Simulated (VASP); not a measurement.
**B6As: relaxation of cell and atoms with LDA**

B6As:

```
CELL_PARAMETERS angstrom
3.06842 1.77155 3.96494
-3.06842 1.77155 3.96494
0.00000 -3.54311 3.96494
ATOMIC_POSITIONS crystal
B 0.01529 0.01529 0.32488
B 0.01529 0.32488 0.01529
B 0.82186 0.27249 0.82186
B 0.82186 0.82186 0.27249
B 0.27249 0.82186 0.82186
B 0.72751 0.17814 0.17814
B 0.17814 0.72751 0.17814
B 0.17814 0.17814 0.72751
B 0.98471 0.67512 0.98471
B 0.98471 0.98471 0.67512
B 0.67512 0.98471 0.98471
B 0.32488 0.01529 0.01529
As 0.60055 0.60055 0.60055
As 0.39945 0.39945 0.39945
```

The cell is a database's computed one.

```json
{
 "Program": "VASP 6.6.1",
 "Task": "relaxation of cell and atoms",
 "Functional": "LDA",
 "Potentials or basis": "VASP PAW LDA potentials, release 64 (B, As)",
 "Cutoff": "600 eV",
 "k mesh": "6 × 6 × 6",
 "Occupations": "gaussian, width 0.03 eV",
 "Spin": "no spin polarisation",
 "Further INCAR settings": "ALGO = Normal; EDIFF = 1e-06; IBRION = 2; EDIFFG = -0.01; NSW = 90; ISIF = 3"
}
```

The relaxed volume is 8.98 Å³/atom, the relaxed cell is a = 5.263 Å, b = 5.263 Å, c = 5.263 Å, α = 70.65°, β = 70.65°, γ = 70.65° and the space group after relaxing (to 0.05 Å) is R-3m (No. 166). The energy gained by relaxing is 4.8 meV/atom. The ionic steps are 8, the pressure after relaxing is 0.0 GPa and the largest force after relaxing is 0.009 eV/Å. The band gap on the k mesh is 2.66 eV, indirect (least direct gap 2.70 eV).

Forces in eV/Å, atoms in the order of the input:
```
B    0.000 -0.005  0.000
B   -0.004  0.002  0.000
B    0.004 -0.002  0.000
B    0.000  0.004  0.000
B   -0.004 -0.002  0.000
B    0.004  0.002  0.000
B   -0.004  0.002  0.000
B    0.000 -0.004  0.000
B    0.004 -0.002  0.000
B    0.000  0.005  0.000
B   -0.004 -0.002  0.000
B    0.004  0.002  0.000
As   0.000  0.000 -0.009
As   0.000  0.000  0.009
```

Step by step:
```tsv
step	energy change (eV)	largest force (eV/Å)	pressure (GPa)	volume (Å³)
1	0.0000	0.1876	-5.65	129.32
2	-0.0147	0.4029	4.76	123.32
3	-0.0638	0.1233	-0.32	126.07
4	-0.0665	0.0825	0.11	125.58
5	-0.0669	0.0273	-0.01	125.71
6	-0.0674	0.0201	0.03	125.67
7	-0.0674	0.0278	0.06	125.64
8	-0.0675	0.0089	-0.03	125.68
```

Final structure:
```
B As
1.0
     3.04297    1.75686    3.91814
    -3.04297    1.75686    3.91814
     0.00000   -3.51372    3.91814
B As
12 2
Direct
  0.01572 0.01572 0.32434
  0.01572 0.32434 0.01572
  0.82206 0.27217 0.82206
  0.82206 0.82206 0.27217
  0.27217 0.82206 0.82206
  0.72783 0.17794 0.17794
  0.17794 0.72783 0.17794
  0.17794 0.17794 0.72783
  0.98428 0.67566 0.98428
  0.98428 0.98428 0.67566
  0.67566 0.98428 0.98428
  0.32434 0.01572 0.01572
  0.60107 0.60107 0.60107
  0.39893 0.39893 0.39893
```

Levels at points of the mesh, in eV from the valence-band top:
```tsv
k point	band 20	band 21	band 22	band 23	band 24	band 25	band 26	band 27
(0.00, 0.00, 0.00)	-0.24	-0.24	0.00	0.00	4.51	4.76	4.76	5.08
(0.50, 0.00, 0.00)	-1.44	-1.28	-1.05	-0.03	2.66	4.25	4.60	5.16
(0.50, 0.50, 0.00)	-1.54	-0.96	-0.75	-0.24	3.40	4.51	4.79	5.12
(0.50, 0.50, 0.50)	-0.85	-0.82	-0.82	-0.09	2.77	3.78	3.79	4.63
```

Wall time 3.7 min on 4 MPI ranks on Intel(R) Xeon(R) Platinum 8375C CPU @ 2.90GHz (Ice Lake) (shared host), peak memory 0.29 GiB a rank.

A k mesh can miss the band edges.
